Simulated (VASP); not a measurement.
# RPA total energies of AlAs, part 3 of 5

Aim: total energies of AlAs from exact exchange and RPA correlation, beside cheaper functionals. The scan starts from a database cell, scaled to the smallest volume of the series. The cell is of the zinc-blende type, one of the forms listed for this formula. The start is a cell from a database of measured crystal structures.

VASP 6.6.1, plane waves and PAW; the level of theory is named at each step.

So far. Step 8 (Orbitals, volume ratio 0.96): The run ends at a pressure of 2.27 GPa. Step 9 (Exact exchange, volume ratio 0.96): The Hartree-Fock energy on these orbitals is -8.0321 eV an atom.

**11. RPA correlation, volume ratio 0.96**

This step: RPA correlation on LDA orbitals; plane waves and PAW (As_GW, Al_GW) (VASP 6.6.1).

RPA correlation at this point.

The input, INCAR:

```
SYSTEM = AlAs
PREC = Accurate
ENCUT = 300
ISMEAR = 0
SIGMA = 0.05
LREAL = .FALSE.
GGA = CA
NBANDS = 528
ALGO = ACFDT
ENCUTGW = 160
NOMEGA = 12
PRECFOCK = Fast
LWAVE = .FALSE.
LCHARG = .FALSE.
```

The input, POSCAR:

```
AlAs
1.0
    0.0000000000      2.7921466621      2.7921466621
    2.7921466621      0.0000000000      2.7921466621
    2.7921466621      2.7921466621      0.0000000000
As Al
1 1
Direct
    0.7500000000      0.7500000000      0.7500000000
    0.0000000000      0.0000000000      0.0000000000
```

The input, KPOINTS:

```
Automatic mesh
0
Gamma
5 5 5
0 0 0
```

PAW data sets: As_GW and Al_GW (LDA family, release 64).

Run with:

```sh
$ mpirun -np 4 vasp_std
```

The program printed:

```text
[banner, memory and clock lines left out]
running    4 mpi-ranks, on    1 nodes
[...]
LDA part: xc-table for (Slater(with rela. corr.)+CA(PZ))
 , standard interpolation
 found WAVECAR, reading the header
 POSCAR, INCAR and KPOINTS ok, starting setup
[...]
reading WAVECAR
 the WAVECAR file was read successfully
 initial charge from wavefunction
 available memory per node:    176.19 GB, setting MAXMEM to    180413

 The Fermi energy was updated, please check that it is located mid-gap
 values below the HOMO (VB) or above the LUMO (CB) will cause erroneous energies
 E-fermi :   4.4829

 the WAVEDER file was read successfully
 set NWRITE>2 for more details about minimax calculation
 number of imaginary grid points requested:      12
 number of distinct grids requested:  1
 quadrature errors minimized for energies in [ 0.149E+01, 0.302E+03 ]
 bosonic grid (T=0, re) determined with error: 0.3205E-07
 bosonic grid (re): 0.3205E-07
       0.3427       1.1097       2.1472       3.7315       6.3170
[...]
NQ=   4    0.2000    0.2000    0.0000,
|.........|.........|.........|.........
 performed      12376000 updates of chi_q(r,r)
 total number of BLAS operations       3773.51 Gflops
NQ=   5    0.4000    0.2000    0.0000,
|.........|.........|.........|.........
 performed      15470000 updates of chi_q(r,r)
 total number of BLAS operations       4724.53 Gflops
NQ=   6   -0.4000    0.2000    0.0000,
|.........|.........|.........|.........
 performed      18564000 updates of chi_q(r,r)
 total number of BLAS operations       5775.06 Gflops
NQ=   7   -0.2000    0.2000    0.0000,
|.........|.........|.........|.........
 performed      21658000 updates of chi_q(r,r)
 total number of BLAS operations       6765.29 Gflops
NQ=   8    0.4000    0.4000    0.0000,
|.........|.........|.........|.........
 performed      24752000 updates of chi_q(r,r)
 total number of BLAS operations       7775.42 Gflops
NQ=   9   -0.4000    0.4000    0.0000,
|.........|.........|.........|.........
 performed      27846000 updates of chi_q(r,r)
 total number of BLAS operations       8825.96 Gflops
NQ=  10   -0.4000    0.4000    0.2000,
|.........|.........|.........|.........
 performed      30940000 updates of chi_q(r,r)
 total number of BLAS operations       9816.18 Gflops
 entering main loop
```

Wall time 2 min (4 MPI ranks of AMD EPYC 7R43, shared host); peak memory 1.1 GiB.

From OUTCAR (step 11):

```text
      cutoff energy     smooth cutoff   RPA   correlation   Hartree contr. to MP2
---------------------------------------------------------------------------------
            160.000           128.000      -10.6867004576      -17.3163001734
            152.381           121.905      -10.6420744793      -17.2691253361
            145.125           116.100      -10.5943849662      -17.2184599338
            138.214           110.571      -10.5437920433      -17.1644022650
            131.632           105.306      -10.4893150198      -17.1058196795
            125.364           100.291      -10.4319353703      -17.0436947689
            119.394            95.516      -10.3700558850      -16.9762023042
            113.709            90.967      -10.3043911529      -16.9040798345
  linear regression

[... 3 parts as in an earlier step ...]

[... 1 further part left out ...]
[key lines of the parts left out:]
E-fermi :   4.4829
```

Extrapolated by the program to an infinite response cutoff, the correlation energy is -5.6282 eV an atom, +9 meV against the point before. With exact exchange the total is -13.6602 eV an atom.

**12. Orbitals for comparison: HSE06, volume ratio 0.96**

This step: LDA; plane waves and PAW (As_GW, Al_GW) (VASP 6.6.1).

Starting orbitals, as before.

The input, INCAR:

```
SYSTEM = AlAs
PREC = Accurate
ENCUT = 300
EDIFF = 1E-05
NELM = 100
ISMEAR = 0
SIGMA = 0.05
LREAL = .FALSE.
ALGO = Normal
GGA = CA
NBANDS = 10
LORBIT = 11
LWAVE = .TRUE.
LCHARG = .FALSE.
KPAR = 4
```

POSCAR is that of step 11.

KPOINTS is that of step 11.

Run with:

```sh
$ mpirun -np 4 vasp_std
```

The program printed:

```text
[... set-up lines as in an earlier step ...]
 entering main loop
       N       E                     dE             d eps       ncg     rms          rms(c)
[... 9 cycles as in an earlier step ...]
DAV:  10    -0.104785927656E+02    0.62424E-05   -0.65072E-05   216   0.392E-02
   1 F= -.10478593E+02 E0= -.10478593E+02  d E =-.987064E-16
 writing wavefunctions
```

Elapsed: 1.6 s, on 4 MPI ranks; peak memory 0.35 GiB; 3.7 s of CPU time.

From OUTCAR (step 12):

```text
  Total        0.6170982      0.6170982      0.6170982      0.0000000      0.0000000      0.0000000
  in kB       22.7101601     22.7101601     22.7101601      0.0000000      0.0000000      0.0000000
  external PRESSURE =      22.7101601 kB  Pullay stress =       0.0000000 kB

  FREE ENERGIE OF THE ION-ELECTRON SYSTEM (eV)
  ---------------------------------------------------
  free  energy   TOTEN  =       -10.4785927656 eV

  energy  without entropy=      -10.4785927656  energy(sigma->0) =      -10.47859277

[... 3 parts as in an earlier step ...]

[... 1 further part left out ...]
[key lines of the parts left out:]
E-fermi :   4.0106
```

The run ends at a pressure of 2.27 GPa.

**13. Comparison: HSE06, volume ratio 0.96**

This step: HSE06; plane waves and PAW (As_GW, Al_GW) (VASP 6.6.1).

The comparison at this point.

The input, INCAR:

```
SYSTEM = AlAs
PREC = Accurate
ENCUT = 300
EDIFF = 1E-06
NELM = 100
ISMEAR = 0
SIGMA = 0.05
LREAL = .FALSE.
ALGO = Normal
LHFCALC = .TRUE.
AEXX = 0.25
GGA = PE
HFSCREEN = 0.2
LASPH = .TRUE.
NBANDS = 10
PRECFOCK = Fast
LWAVE = .FALSE.
LCHARG = .FALSE.
KPAR = 4
```

POSCAR is that of step 12.

KPOINTS is that of step 12.

The WAVECAR or CHGCAR of an earlier step is read.

Run with:

```sh
$ mpirun -np 4 vasp_std
```

The program printed:

```text
[banner, memory and clock lines left out]
running    4 mpi-ranks, on    1 nodes
[...]
[... a notice as in an earlier step ...]

 LDA part: xc-table for (Slater+PW92), standard interpolation
 found WAVECAR, reading the header
 POSCAR, INCAR and KPOINTS ok, starting setup
[...]
reading WAVECAR
 the WAVECAR file was read successfully
 initial charge from wavefunction
 entering main loop
       N       E                     dE             d eps       ncg     rms          rms(c)
DAV:   1    -0.108870089938E+02   -0.10887E+02   -0.51161E-01   210   0.407E+00    0.304E-01
DAV:   2    -0.108911157708E+02   -0.41068E-02   -0.12961E-02   286   0.643E-01    0.224E-01
DAV:   3    -0.108902602617E+02    0.85551E-03   -0.46235E-04   230   0.122E-01    0.138E-01
DAV:   4    -0.108899493465E+02    0.31092E-03   -0.15127E-04   244   0.640E-02    0.832E-02
DAV:   5    -0.108898476443E+02    0.10170E-03   -0.46270E-05   232   0.375E-02    0.502E-02
DAV:   6    -0.108898140196E+02    0.33625E-04   -0.13942E-05   264   0.219E-02    0.303E-02
DAV:   7    -0.108898036471E+02    0.10372E-04   -0.46953E-06   230   0.132E-02    0.183E-02
DAV:   8    -0.108898004536E+02    0.31936E-05   -0.17395E-06   228   0.814E-03    0.111E-02
DAV:   9    -0.108897995048E+02    0.94873E-06   -0.61258E-07   130   0.508E-03
   1 F= -.10889800E+02 E0= -.10889800E+02  d E =-.785711E-13
```

Elapsed: 26 s, on 4 MPI ranks; peak memory 0.74 GiB.

Parts of OUTCAR (step 13):

```text
 POSITION                                       TOTAL-FORCE (eV/Angst)
 -----------------------------------------------------------------------------------
      4.18822      4.18822      4.18822         0.000000      0.000000     -0.000000
      0.00000      0.00000      0.00000        -0.000000     -0.000000      0.000000
 -----------------------------------------------------------------------------------
    total drift:                                0.000002      0.000001      0.000003

  FREE ENERGIE OF THE ION-ELECTRON SYSTEM (eV)
  ---------------------------------------------------
  free  energy   TOTEN  =       -10.8897995048 eV

  energy  without entropy=      -10.8897995048  energy(sigma->0) =      -10.88979950

[... 2 parts as in an earlier step ...]

[... 1 further part left out ...]
[key lines of the parts left out:]
E-fermi :   3.7238
```

Its energy is -5.4449 eV an atom, on a zero of its own.

**14. Orbitals, volume ratio 0.99**

This step: LDA; plane waves and PAW (As_GW, Al_GW) (VASP 6.6.1).

The same chain follows at a volume ratio of 0.99.

The input, INCAR:

```
SYSTEM = AlAs
PREC = Accurate
ENCUT = 300
EDIFF = 1E-08
NELM = 100
ISMEAR = 0
SIGMA = 0.05
LREAL = .FALSE.
ALGO = Normal
GGA = CA
NBANDS = 10
LORBIT = 11
LWAVE = .TRUE.
LCHARG = .FALSE.
KPAR = 4
```

The input, POSCAR:

```
AlAs
1.0
    0.0000000000      2.8209337086      2.8209337086
    2.8209337086      0.0000000000      2.8209337086
    2.8209337086      2.8209337086      0.0000000000
As Al
1 1
Direct
    0.7500000000      0.7500000000      0.7500000000
    0.0000000000      0.0000000000      0.0000000000
```

KPOINTS is that of step 13.

Run with:

```sh
$ mpirun -np 4 vasp_std
```

The program printed:

```text
[... set-up lines as in an earlier step ...]
 entering main loop
       N       E                     dE             d eps       ncg     rms          rms(c)
DAV:   1     0.818596877117E+01    0.81860E+01   -0.28614E+03   208   0.472E+02
DAV:   2    -0.100574639862E+02   -0.18243E+02   -0.17682E+02   290   0.771E+01
DAV:   3    -0.108055485057E+02   -0.74808E+00   -0.74664E+00   236   0.164E+01
DAV:   4    -0.108171253908E+02   -0.11577E-01   -0.11575E-01   254   0.210E+00
[...]
DAV:  12    -0.104874046869E+02    0.81613E-06   -0.24763E-06   212   0.697E-03    0.560E-04
DAV:  13    -0.104874046809E+02    0.60103E-08   -0.19680E-07   260   0.225E-03    0.110E-04
DAV:  14    -0.104874046814E+02   -0.50153E-09   -0.47063E-09   118   0.452E-04
   1 F= -.10487405E+02 E0= -.10487405E+02  d E =-.116754E-10
 writing wavefunctions
```

Run time: 1.8 s. Hardware: 4 MPI ranks; peak memory 0.35 GiB.

Parts of OUTCAR (step 14):

```text
  Total       -0.0575909     -0.0575909     -0.0575909     -0.0000000     -0.0000000      0.0000000
  in kB       -2.0552090     -2.0552090     -2.0552090     -0.0000000     -0.0000000      0.0000000
  external PRESSURE =      -2.0552090 kB  Pullay stress =       0.0000000 kB

 POSITION                                       TOTAL-FORCE (eV/Angst)
 -----------------------------------------------------------------------------------
      4.23140      4.23140      4.23140         0.000000     -0.000000     -0.000000
      0.00000      0.00000      0.00000        -0.000000      0.000000      0.000000
 -----------------------------------------------------------------------------------
    total drift:                               -0.000000     -0.000000     -0.000000

  FREE ENERGIE OF THE ION-ELECTRON SYSTEM (eV)
  ---------------------------------------------------
  free  energy   TOTEN  =       -10.4874046814 eV

  energy  without entropy=      -10.4874046814  energy(sigma->0) =      -10.48740468

[... 1 part as in an earlier step ...]

[... 2 further parts left out ...]
[key lines of the parts left out:]
E-fermi :   3.6919
```

The run ends at a pressure of -0.21 GPa.

**15. Exact exchange, volume ratio 0.99**

This step: Hartree-Fock energy on LDA orbitals; plane waves and PAW (As_GW, Al_GW) (VASP 6.6.1).

Exact exchange at this point.

The input, INCAR:

```
SYSTEM = AlAs
PREC = Accurate
ENCUT = 300
ISMEAR = 0
SIGMA = 0.05
LREAL = .FALSE.
GGA = CA
NBANDS = 10
ALGO = Eigenval
NELM = 1
LHFCALC = .TRUE.
AEXX = 1
ALDAC = 0
AGGAC = 0
PRECFOCK = Normal
LWAVE = .FALSE.
LCHARG = .FALSE.
```

POSCAR is that of step 14.

KPOINTS is that of step 14.

The WAVECAR or CHGCAR of an earlier step is read.

Run with:

```sh
$ mpirun -np 4 vasp_std
```

The program printed:

```text
[... set-up lines as in an earlier step ...]
 entering main loop
       N       E                     dE             d eps       ncg     rms          rms(c)
EIG:   1    -0.160987832536E+02   -0.16099E+02    0.00000E+00     0   0.000E+00
   1 F= -.16098783E+02 E0= -.16098783E+02  d E =-.340415E-25
```

The job ended after 6.8 s (4 MPI ranks; peak memory 0.32 GiB; 25 s of CPU time).

From OUTCAR (step 15):

```text
 POSITION                                       TOTAL-FORCE (eV/Angst)
 -----------------------------------------------------------------------------------
      4.23140      4.23140      4.23140         0.000000     -0.000000     -0.000000
      0.00000      0.00000      0.00000        -0.000000      0.000000      0.000000
 -----------------------------------------------------------------------------------
    total drift:                                0.000000      0.000000      0.000000

  FREE ENERGIE OF THE ION-ELECTRON SYSTEM (eV)
  ---------------------------------------------------
  free  energy   TOTEN  =       -16.0987832536 eV

  energy  without entropy=      -16.0987832536  energy(sigma->0) =      -16.09878325

[... 2 parts as in an earlier step ...]

[... 1 further part left out ...]
[key lines of the parts left out:]
E-fermi :   3.8388
```

The Hartree-Fock energy on these orbitals is -8.0494 eV an atom.

**16. Empty bands, volume ratio 0.99**

This step: LDA; plane waves and PAW (As_GW, Al_GW) (VASP 6.6.1).

The empty bands are made again, for the run that follows.

The input, INCAR:

```
SYSTEM = AlAs
PREC = Accurate
ENCUT = 300
ISMEAR = 0
SIGMA = 0.05
LREAL = .FALSE.
GGA = CA
NBANDS = 536
ALGO = Exact
NELM = 1
LWAVE = .TRUE.
LCHARG = .FALSE.
LOPTICS = .TRUE.
NEDOS = 1000
CSHIFT = 0.1
```

POSCAR is that of step 15.

KPOINTS is that of step 15.

Run with:

```sh
$ mpirun -np 4 vasp_std
```

The program printed:

```text
[banner, memory and clock lines left out]
running    4 mpi-ranks, on    1 nodes
[...]
LDA part: xc-table for (Slater(with rela. corr.)+CA(PZ))
 , standard interpolation
 found WAVECAR, reading the header
  number of bands has changed, file:    10 present:   536
  trying to continue reading WAVECAR, but it might fail
 POSCAR, INCAR and KPOINTS ok, starting setup
[...]
reading WAVECAR
 random initialization beyond band           10
 the WAVECAR file was read successfully
 initial charge from wavefunction
 entering main loop
       N       E                     dE             d eps       ncg     rms          rms(c)
DIA:   1    -0.104874046817E+02   -0.10487E+02    0.00000E+00     0   0.000E+00
   1 F= -.10487405E+02 E0= -.10487405E+02  d E =-.194551E-19
 writing wavefunctions
 optical routines
 imaginary and real dielectric function
 recalculating local potential from charge density
 direction            1
 direction            2
 direction            3
```

Elapsed: 3.8 s, on 4 MPI ranks; peak memory 0.4 GiB; 12 s of CPU time.

Parts of OUTCAR (step 16):

```text
  Total       -0.0574140     -0.0574140     -0.0574140      0.0000000     -0.0000000     -0.0000000
  in kB       -2.0488943     -2.0488943     -2.0488943      0.0000000     -0.0000000     -0.0000000
  external PRESSURE =      -2.0488943 kB  Pullay stress =       0.0000000 kB

 POSITION                                       TOTAL-FORCE (eV/Angst)
 -----------------------------------------------------------------------------------
      4.23140      4.23140      4.23140         0.000000      0.000000      0.000000
      0.00000      0.00000      0.00000        -0.000000     -0.000000     -0.000000
 -----------------------------------------------------------------------------------
    total drift:                               -0.000000     -0.000000     -0.000000

  FREE ENERGIE OF THE ION-ELECTRON SYSTEM (eV)
  ---------------------------------------------------
  free  energy   TOTEN  =       -10.4874046817 eV

  energy  without entropy=      -10.4874046817  energy(sigma->0) =      -10.48740468

[... 1 part as in an earlier step ...]

[... 2 further parts left out ...]
[key lines of the parts left out:]
E-fermi :   3.7891
```

WAVECAR now holds 536 bands for 8 electrons.

**17. RPA correlation, volume ratio 0.99**

This step: RPA correlation on LDA orbitals; plane waves and PAW (As_GW, Al_GW) (VASP 6.6.1).

RPA correlation at this point.

The input, INCAR:

```
SYSTEM = AlAs
PREC = Accurate
ENCUT = 300
ISMEAR = 0
SIGMA = 0.05
LREAL = .FALSE.
GGA = CA
NBANDS = 536
ALGO = ACFDT
ENCUTGW = 160
NOMEGA = 12
PRECFOCK = Fast
LWAVE = .FALSE.
LCHARG = .FALSE.
```

POSCAR is that of step 16.

KPOINTS is that of step 16.

Run with:

```sh
$ mpirun -np 4 vasp_std
```

The program printed:

```text
[banner, memory and clock lines left out]
running    4 mpi-ranks, on    1 nodes
[...]
LDA part: xc-table for (Slater(with rela. corr.)+CA(PZ))
 , standard interpolation
 found WAVECAR, reading the header
 POSCAR, INCAR and KPOINTS ok, starting setup
[...]
reading WAVECAR
 the WAVECAR file was read successfully
 initial charge from wavefunction
 available memory per node:    180.27 GB, setting MAXMEM to    184598

 The Fermi energy was updated, please check that it is located mid-gap
 values below the HOMO (VB) or above the LUMO (CB) will cause erroneous energies
 E-fermi :   4.2444

 the WAVEDER file was read successfully
 set NWRITE>2 for more details about minimax calculation
 number of imaginary grid points requested:      12
 number of distinct grids requested:  1
 quadrature errors minimized for energies in [ 0.153E+01, 0.302E+03 ]
 bosonic grid (T=0, re) determined with error: 0.2952E-07
 bosonic grid (re): 0.2952E-07
       0.3511       1.1362       2.1967       3.8131       6.4458
[...]
NQ=   4    0.2000    0.2000    0.0000,
|.........|.........|.........|.........
 performed      12768000 updates of chi_q(r,r)
 total number of BLAS operations       3952.51 Gflops
NQ=   5    0.4000    0.2000    0.0000,
|.........|.........|.........|.........
 performed      15960000 updates of chi_q(r,r)
 total number of BLAS operations       5025.66 Gflops
NQ=   6   -0.4000    0.2000    0.0000,
|.........|.........|.........|.........
 performed      19152000 updates of chi_q(r,r)
 total number of BLAS operations       6141.10 Gflops
NQ=   7   -0.2000    0.2000    0.0000,
|.........|.........|.........|.........
 performed      22344000 updates of chi_q(r,r)
 total number of BLAS operations       7245.89 Gflops
NQ=   8    0.4000    0.4000    0.0000,
|.........|.........|.........|.........
 performed      25536000 updates of chi_q(r,r)
 total number of BLAS operations       8329.54 Gflops
NQ=   9   -0.4000    0.4000    0.0000,
|.........|.........|.........|.........
 performed      28728000 updates of chi_q(r,r)
 total number of BLAS operations       9434.33 Gflops
NQ=  10   -0.4000    0.4000    0.2000,
|.........|.........|.........|.........
 performed      31920000 updates of chi_q(r,r)
 total number of BLAS operations      10560.46 Gflops
 entering main loop
```

Run time: 2.2 min. Hardware: 4 MPI ranks; peak memory 1 GiB.

From OUTCAR (step 17):

```text
      cutoff energy     smooth cutoff   RPA   correlation   Hartree contr. to MP2
---------------------------------------------------------------------------------
            160.000           128.000      -10.6861525912      -17.3730625111
            152.381           121.905      -10.6423333312      -17.3267691586
            145.125           116.100      -10.5952454389      -17.2767755125
            138.214           110.571      -10.5454886510      -17.2236584360
            131.632           105.306      -10.4919930838      -17.1661843453
            125.364           100.291      -10.4352392363      -17.1048027056
            119.394            95.516      -10.3747021243      -17.0388425555
            113.709            90.967      -10.3099044278      -16.9677337209
  linear regression

[... 2 parts as in an earlier step ...]

[... 2 further parts left out ...]
[key lines of the parts left out:]
E-fermi :   4.2444
```

Extrapolated by the program to an infinite response cutoff, the correlation energy is -5.6234 eV an atom, +5 meV against the point before. With exact exchange the total is -13.6728 eV an atom.

(Part 3 of 5 ends here.)

[Lines on the potential files, build, host, timing and source positions are cut from VASP's logs without a mark.]

[Logs are printed without paths, hosts, clocks, repeated set-up lines and the standing remarks that a program may print on its own settings, such as how far it seeks lower states.]

[Hosts, paths, dates, database ids (printed as entryN), source tags and the programs' standing remarks are cut or masked in the printed files.]

[Pressures printed for these runs are not shown converged in the cutoff: they can be off by several GPa and have the wrong sign.]
